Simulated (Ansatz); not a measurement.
## Ga under strains and displacements

Level of theory: DFT PBE, scalar-relativistic, plane waves, PAW in Ansatz.

Settings: cutoff 420 eV, Γ-centred mesh 10×10×10 on the computed 4-atom cell, Gaussian smearing of 0.10 eV; no spin polarisation.

Reference cell:

```yaml
crystal:
  lattice:
    - [3.81696, -2.32663, 0.00000]
    - [3.81696, 2.32663, 0.00000]
    - [0.00000, 0.00000, 4.48825]
  atoms:
    - { symbol: Ga, position: [0.99031, 0.33445, 0.25000] }
    - { symbol: Ga, position: [0.33445, 0.99031, 0.75000] }
    - { symbol: Ga, position: [0.00969, 0.66555, 0.75000] }
    - { symbol: Ga, position: [0.66555, 0.00969, 0.25000] }
```

Each variant moves atoms of this cell by the vectors given, if any (Å), and then applies a symmetric strain (tensor components, Cartesian axes). The reference cell isn't relaxed at this level. Energies are per atom at zero smearing, counted from the lowest variant. Pressure is positive in compression.

1. strain (xx yy zz yz xz xy, %) -5.74 2.28 4.24 0.00 1.31 0.00; moves: Ga1 (0.039, -0.144, -0.009); Ga2 (0.039, 0.144, -0.009); Ga3 (-0.039, 0.144, 0.009); Ga4 (-0.039, -0.144, 0.009)
2. strain (xx yy zz yz xz xy, %) -2.07 -1.95 0.99 0.00 0.00 0.00; moves: Ga1 (0.052, -0.030, 0.000); Ga2 (0.052, 0.030, 0.000); Ga3 (-0.052, 0.030, 0.000); Ga4 (-0.052, -0.030, 0.000)
3. strain (xx yy zz yz xz xy, %) 0.62 1.88 2.35 0.00 0.00 0.00; moves: Ga1 (0.148, 0.025, 0.000); Ga2 (0.148, -0.025, 0.000); Ga3 (-0.148, -0.025, 0.000); Ga4 (-0.148, 0.025, 0.000)

```tsv
result	ΔE (meV/atom)	P (GPa)	largest force (eV/Å)
A	64.5	2.88	1.26
B	0.0	5.85	0.58
C	6.3	4.48	0.56
```

Task: Which variant gave which result?

Result: A is 3, B is 2, C is 1. The pressure falls as the cell grows: from the smallest volume to the largest the variants are 2, 1, 3.

This form isn't the element's structure at ambient conditions.